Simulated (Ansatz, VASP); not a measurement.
# CdF2: VASP beside Ansatz

INCAR

```
PREC = Accurate
ENCUT = 520
EDIFF = 1E-7
ISMEAR = 1
SIGMA = 0.02
LREAL = F
LASPH = T
NELM = 80
ALGO = Normal
ISIF = 2
LWAVE = F
LCHARG = T
GGA = RP
IVDW = 12
LELF = T
LVHAR = T
NBANDS = 20
```

The input KPOINTS:

```
regular mesh
0
Gamma
  8 8 8
```

The input POSCAR:

```
CdF2
1.0
    0.0000000000      2.6940000000      2.6940000000
    2.6940000000      0.0000000000      2.6940000000
    2.6940000000      2.6940000000      0.0000000000
Cd F
1 2
Direct
    0.0000000000      0.0000000000      0.0000000000
    0.2500000000      0.2500000000      0.2500000000
    0.7500000000      0.7500000000      0.7500000000
```

Input for Ansatz:

```yaml
crystal:
  lattice:
    - [0.0, 2.694, 2.694]
    - [2.694, 0.0, 2.694]
    - [2.694, 2.694, 0.0]
  atoms:
    - { symbol: Cd, position: [0.0, 0.0, 0.0] }
    - { symbol: F, position: [0.25, 0.25, 0.25] }
    - { symbol: F, position: [0.75, 0.75, 0.75] }
basis:
  ecutwfc: 420
kpoints:
  mp_grid: { grid: [8, 8, 8] }
hamiltonian:
  xc: rpbe
  dispersion: d3bj
scf:
  occupations: { method: cold, width: 0.005 }
output:
  forces: true
  eigenvalues: true
  stress: true
```

Alike in both runs: task single point; functional RPBE; dispersion D3(BJ); k mesh 8 × 8 × 8; no spin polarisation.

|  | VASP | Ansatz |
| --- | --- | --- |
| version | VASP 6.6.1 | Ansatz 0.2.0 |
| potentials or method | VASP PAW PBE potentials, release 64 (Cd, F) | scalar-relativistic, plane waves, PAW |
| plane-wave cutoff (eV) | 520 | 420 |
| occupations | methfessel-paxton of order 1, width 0.02 eV | cold, width 0.005 eV |
| valence electrons in the cell | 26 | 34 |

Ansatz gave:

| Quantity | Value |
| --- | --- |
| gap on the k mesh at the Fermi level (eV) | 3.30 |
| pressure (GPa) | 0.6 |

Question: Which values does VASP return?

Answer: gap on the k mesh at the Fermi level (eV): 3.27; pressure (GPa): 1.3.

The two sets of potentials don't hold the same shells in valence.

Caveats: the PAW data sets were made with another functional, which shifts forces and pressure a little (VASP). Expect the measured gap to be larger: semilocal functionals such as RPBE lack the derivative discontinuity. A k mesh can miss the band edges.
